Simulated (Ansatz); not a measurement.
**As in Ansatz: the effect of functional**

As:

```
As
1.0
     1.86817    1.07859    3.49048
    -1.86817    1.07859    3.49048
     0.00000   -2.15718    3.49048
As
2
Direct
  0.22600 0.22600 0.22600
  0.77400 0.77400 0.77400
```

The cell isn't the ideal one: volume scaled by 0.98.

Alike in all runs:

| Property | Result |
| --- | --- |
| Program | Ansatz 0.2.0 |
| Task | single point |
| Potentials or basis | Ansatz PAW |
| k mesh | 9 × 9 × 9 |
| Occupations | fermi-dirac, width 0.05 eV |
| Spin | no spin polarisation |

```tsv
functional	cutoff	pressure (GPa)	largest force (eV/Å)
LDA	420 eV (not typed: the program's choice for these potentials)	0.2	0.40
r2SCAN	500 eV (not typed: the program's choice for these potentials)	3.6	0.29
PBE	420 eV (not typed: the program's choice for these potentials)	?	?
```

**Question.** What does the run with functional PBE give?

**Answer.** Pressure 5.5 GPa; largest force 0.57 eV/Å.

Caveats: the PAW data sets come from PBE, with cores solved anew for the run's functional, which leaves a small shift of forces and pressure (some runs).
